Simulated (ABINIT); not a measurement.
Pd:

```
Pd
1.0
     0.00000    1.94650    1.94650
     1.94650    0.00000    1.94650
     1.94650    1.94650    0.00000
Pd
1
Direct
  0.00000 0.00000 0.00000
```

Base run:

```yaml
Program: ABINIT 10.8.3 (patched build)
Functional: HCTH407
Potentials_or_basis: JTH PAW PBE v2.0
Cutoff: 626 eV
k_mesh: 12 × 12 × 12
Occupations: fermi-dirac, width 0.05 eV
Spin: no spin polarisation
```

Its results: band gap on the k mesh none (metal or under the smearing width); pressure 6.0 GPa.

The run is repeated on the same cell with these changes: functional from HCTH407 to rPW86PBE. What comes out?

Band gap on the k mesh none (metal or under the smearing width); pressure 18.4 GPa.

Caveats: the PAW data sets were made with another functional, which shifts forces and pressure a little (some runs); so large a pressure means that the cell lies far from this level's equilibrium, or that cutoff or potentials fall short (some runs); the potentials were made for another functional, which shifts forces and pressure (some runs).
